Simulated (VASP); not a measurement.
# CaF2 (Fm-3m) in VASP: notebook, part 2 of 2

VASP 6.6.1. Earlier steps stand in the parts before.

## (5) Single point, PBEsol

INCAR

```
PREC     = Accurate       # precision mode
ENCUT    = 900            # plane-wave cutoff, eV
EDIFF    = 1E-6           # SCF threshold, eV
ISMEAR   = 0              # smearing method
SIGMA    = 0.02           # smearing width, eV
LREAL    = F              # projectors in reciprocal space
LASPH    = T              # aspherical terms in the spheres
NELM     = 60             # most SCF steps
ALGO     = Normal         # electronic algorithm
ISIF     = 2              # what is computed and relaxed
LWAVE    = F              # write WAVECAR
LCHARG   = F              # write CHGCAR
GGA      = PS             # functional
```

KPOINTS

```
regular mesh
0
Gamma
  8 8 8
```

POSCAR

```
CaF2
1.0
    0.0000000000      2.7120400000      2.7120400000
    2.7120400000      0.0000000000      2.7120400000
    2.7120400000      2.7120400000      0.0000000000
Ca F
1 2
Direct
    0.0000000000      1.0000000000      0.0000000000
    0.2500000000      0.2500000000      0.2500000000
    0.7500000000      0.7500000000      0.7500000000
```

Potentials or basis: VASP PAW PBE potentials, release 64 (Ca_sv, F_h).

Run with:

```
> cat potpaw_PBE.64/Ca_sv/POTCAR potpaw_PBE.64/F_h/POTCAR > POTCAR
> mpirun -np 1 vasp_std > vasp.out
```

OUTCAR:

```text
PREC = Accurate
   ENCUT = 900
   EDIFF = 1E-6
   ISMEAR = 0
   LREAL = F
   LASPH = T
   NELM = 60
   ISIF = 2
   GGA = PS

 ion  position               nearest neighbor table
   1  0.000  0.000  0.000-   3 2.35   3 2.35   3 2.35   2 2.35   3 2.35   2 2.35   2 2.35   2 2.35

   2  0.250  0.250  0.250-   1 2.35   1 2.35   1 2.35   1 2.35
   3  0.750  0.750  0.750-   1 2.35   1 2.35   1 2.35   1 2.35

  LATTYP: Found a face centered cubic cell.
 ALAT       =     5.4240800000

  Lattice vectors:

 A1 = (   0.0000000000,   2.7120400000,   2.7120400000)
 A2 = (   2.7120400000,   0.0000000000,   2.7120400000)
 A3 = (   2.7120400000,   2.7120400000,   0.0000000000)

Analysis of symmetry for initial positions (statically):
=====================================================================
 Subroutine PRICEL returns:
 Original cell was already a primitive cell.

 Routine SETGRP: Setting up the symmetry group for a
 face centered cubic supercell.

 Subroutine GETGRP returns: Found 48 space group operations
[... 168 lines left out ...]

 E-fermi :  -0.3902     XC(G=0): -10.0049

 val. band max:       -0.5386958179   @ k =   0.5000   0.5000   0.0000
 cond. band min:       6.6783171949   @ k =   0.0000   0.0000   0.0000
 fundamental gap:      7.2170130127
 Fermi energy:        -0.3902141689

 k-point     1 :       0.0000    0.0000    0.0000
  band No.  band energies     occupation
      1     -36.2458      2.00000
      2     -20.4128      2.00000
      3     -19.5905      2.00000
      4     -17.2704      2.00000
      5     -17.2704      2.00000
      6     -17.2704      2.00000
[... 433 lines left out ...]
      3     -20.2337      2.00000
      4     -17.3468      2.00000
      5     -17.1054      2.00000
      6     -16.8356      2.00000
[... 8 lines left out ...]
     15       9.4082      0.00000
     16       9.8701      0.00000

 [... further k-points ...]

------------------------ aborting loop because EDIFF is reached ----------------------------------------

  FORCE on cell =-STRESS in cart. coord.  units (eV):
  Direction    XX          YY          ZZ          XY          YZ          ZX
  --------------------------------------------------------------------------------------
  -------------------------------------------------------------------------------------
  Total       -0.1124258     -0.1124258     -0.1124258      0.0000000     -0.0000000      0.0000000
  in kB       -4.5150059     -4.5150059     -4.5150059      0.0000000     -0.0000000      0.0000000
  external PRESSURE =      -4.5150059 kB  Pullay stress =       0.0000000 kB

 VOLUME and BASIS-vectors are now :
 -----------------------------------------------------------------------------
  energy-cutoff  :      900.00
  volume of cell :       39.89
      direct lattice vectors                 reciprocal lattice vectors
     0.000000000  2.712040000  2.712040000    -0.184363062  0.184363062  0.184363062
     2.712040000  0.000000000  2.712040000     0.184363062 -0.184363062  0.184363062
     2.712040000  2.712040000  0.000000000     0.184363062  0.184363062 -0.184363062

 POSITION                                       TOTAL-FORCE (eV/Angst)
 -----------------------------------------------------------------------------------
      0.00000      0.00000      0.00000         0.000000     -0.000000      0.000000
      1.35602      1.35602      1.35602         0.000000      0.000000      0.000000
      4.06806      4.06806      4.06806        -0.000000      0.000000     -0.000000
 -----------------------------------------------------------------------------------
    total drift:                               -0.000000     -0.000000      0.000000

  FREE ENERGIE OF THE ION-ELECTRON SYSTEM (eV)
  ---------------------------------------------------
  free  energy   TOTEN  =       -17.9141269936 eV

  energy  without entropy=      -17.9141269936  energy(sigma->0) =      -17.91412699
```

Wall time 39 s (1 thread of AMD EPYC 7R13 (Zen 3), shared host); peak memory 0.22 GiB.

What came out:

```yaml
Free_energy: -17.9141 eV
Pressure: -0.5 GPa
Band_gap_on_the_k_mesh: 7.22 eV, indirect (least direct gap 7.48 eV)
```

Caveat: the cutoff is under 1.25 times the usual one of these potentials, so pressure, stress and relaxed cells hold a basis-set (Pulay) error; the PAW data sets were made with another functional, which shifts forces and pressure a little. A k mesh can miss the band edges.

## (6) Single point, r2SCAN

INCAR, as its differences from that of step 5:

```diff
@@ -1,3 +1,3 @@
 PREC     = Accurate       # precision mode
-ENCUT    = 900            # plane-wave cutoff, eV
+ENCUT    = 520            # plane-wave cutoff, eV
 EDIFF    = 1E-6           # SCF threshold, eV
@@ -12,2 +12,3 @@
 LCHARG   = F              # write CHGCAR
-GGA      = PS             # functional
+METAGGA  = R2SCAN         # meta-GGA
+LMIXTAU  = T
```

KPOINTS is that of step 5.

POSCAR is that of step 5.

Potentials or basis: VASP PAW PBE potentials, release 64 (Ca_sv, F).

Run with:

```
> cat potpaw_PBE.64/Ca_sv/POTCAR potpaw_PBE.64/F/POTCAR > POTCAR
> mpirun -np 1 vasp_std > vasp.out
```

Run time: 2 min. Hardware: 1 thread of AMD EPYC 7R13 (Zen 3), shared host; peak memory 0.15 GiB.

The run converged. Its results:

| Item | Value |
| --- | --- |
| Free energy | -25.9454 eV |
| Pressure | 1.4 GPa |
| Band gap on the k mesh | 8.07 eV, indirect (least direct gap 8.33 eV) |

Levels at points of the mesh, in eV from the valence-band top:
```
           k point  band 10  band 11  band 12  band 13  band 14  band 15
(0.00, 0.00, 0.00)    -0.26    -0.26    -0.26     8.07    10.08    10.08
(0.50, 0.00, 0.00)    -1.27    -0.85    -0.85    10.29    10.29    10.80
(0.50, 0.50, 0.00)    -0.37    -0.37     0.00     8.81    10.56    11.04
```

Caveat: the PAW data sets were made with another functional, which shifts forces and pressure a little. A k mesh can miss the band edges.

## (7) Overview

| level | potentials or basis | k mesh | cutoff (eV) | smearing | gap on the mesh (eV) | pressure (GPa) |
| --- | --- | --- | --- | --- | --- | --- |
| PBEsol | VASP PAW PBE potentials, release 64 (Ca_sv, F) | 8 × 8 × 8 | 700 | gaussian 0.02 eV | 7.22 | 0.0 |
| PBEsol | VASP PAW PBE potentials, release 64 (Ca_sv, F) | 12 × 12 × 12 | 520 | gaussian 0.02 eV | 7.21 | 0.1 |
| PBEsol | VASP PAW PBE potentials, release 64 (Ca_sv, F) | 8 × 8 × 8 | 520 | gaussian 0.5 eV | 7.21 | 0.1 |
| PBEsol | VASP PAW PBE potentials, release 64 (Ca_sv, F_h) | 8 × 8 × 8 | 900 | gaussian 0.02 eV | 7.22 | -0.5 |
| r2SCAN | VASP PAW PBE potentials, release 64 (Ca_sv, F) | 8 × 8 × 8 | 520 | gaussian 0.02 eV | 8.07 | 1.4 |

Alike in all rows: task single point; no spin polarisation; cell as given.

Caveats: the PAW data sets were made with another functional, which shifts forces and pressure a little; the cutoff is under 1.25 times the usual one of these potentials, so pressure, stress and relaxed cells hold a basis-set (Pulay) error (some runs).

Total energies depend on the potentials used, so only differences within one code and one set of settings carry meaning.
